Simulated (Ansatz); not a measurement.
Predict the output of the script below (Ansatz's Python interface).

`convert_eus.py`:
```python
'''Chain to YAML and back, for EuS.'''

from pathlib import Path

import ansatz as az
import numpy as np

vectors = np.array([
    [0.0, 2.9785, 2.9785],
    [2.9785, 0.0, 2.9785],
    [2.9785, 2.9785, 0.0],
])
cell = (
    az.Lattice.of(vectors)
    .atom('Eu', (0.0, 0.0, 0.0))
    .atom('S', (0.5, 0.5, 0.5))
    .moments(Eu=7)
)

job = cell.calculation()
job = job.spin('collinear')
job = job.occupations('cold', width=0.1).functional('LDA')
job = job.kpoints(7, center='gamma')
job = job.hubbard('Eu', 'f', u_eff=4.5)
job = job.relax(force_tolerance=0.005)
Path('written.yaml').write_text(job.to_yaml())
back = az.Calculation.from_yaml('written.yaml')
print(back.to_python())
print('same input:', back.to_yaml() == job.to_yaml())
```

`python convert_eus.py` gives:
```text
(
    az.Lattice.of(((0.0, 2.9785, 2.9785), (2.9785, 0.0, 2.9785), (2.9785, 2.9785, 0.0)))
    .atom("Eu", (0.0, 0.0, 0.0))
    .atom("S", (0.5, 0.5, 0.5))
    .moments({"Eu": 7.0})
    .calculation()
    .kpoints(7, 7, 7, shift=(0.0, 0.0, 0.0))
    .functional("lda")
    .hubbard("Eu", "f", u_eff=4.5)
    .spin("collinear")
    .occupations(method="cold", width=0.1)
    .relax(force_tolerance=0.005)
)

same input: True
```

File `written.yaml` afterwards:
```yaml
crystal:
  lattice:
    - [0.0, 2.9785, 2.9785]
    - [2.9785, 0.0, 2.9785]
    - [2.9785, 2.9785, 0.0]
  atoms:
    - { symbol: Eu, position: [0.0, 0.0, 0.0] }
    - { symbol: S, position: [0.5, 0.5, 0.5] }
kpoints:
  mp_grid:
    grid: [7, 7, 7]
    shift: [0.0, 0.0, 0.0]
hamiltonian:
  xc: lda
  hubbard:
    - { species: Eu, l: f, u_eff: 4.5 }
magnetization:
  spin_polarized: true
  per_species:
    Eu: 7.0
scf:
  occupations:
    method: cold
    width: 0.1
relax:
  f_tol: 0.005
```

The input is only written out: it wasn't run, and its settings aren't tested.
